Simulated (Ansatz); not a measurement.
## SiC₂: computed properties

Computed with Ansatz, DFT PBE, scalar-relativistic, plane waves, PAW.

Cutoff 420 eV; k points 14×14×14 on the computed 6-atom cell (Γ-centred); Gaussian smearing, width 0.02 eV; no spin polarisation.

The structure is relaxed at this level of theory with its symmetry kept, and needn't be the ground state of this composition.

Space group I4_1/amd:1 (No. 141). a = 2.945 Å, b = 2.945 Å, c = 12.539 Å, α = 90.00°, β = 90.00°, γ = 90.00°
```csv
atom,site,symmetry,x,y,z
Si,4a,-4m2,0.0000,0.0000,0.0000
C,8e,2mm.,0.5000,0.5000,0.1597
```

* Space group: I4_1/amd (No. 141)
* Volume per atom: 61.2 bohr³
* Formation energy from the elements' standard states (uncorrected): +0.458 eV/atom
* Kohn–Sham band gap: 0.89 eV
* Orbital (Löwdin) character of the top 1 eV of the valence band: C 2p 69 %, Si 3p 27 %
* Orbital (Löwdin) character of the lowest 1 eV of the conduction band: C 2s 34 %, C 2p 30 %, Si 3p 20 %, unprojected 13 %
* Bader charge by site (e): Si (2 in the cell) 2.82, C (4 in the cell) -1.41

Another cell of SiC2 relaxed alike, in P6/mmm, lies 136 meV/atom lower, so this cell isn't the stable form at this level.

The cell was found from a structure generator's guess, not taken from experiment. Kohn–Sham gaps at this level usually fall short of measured ones. Löwdin shares on free-atom orbitals overweight diffuse shells in the empty bands.
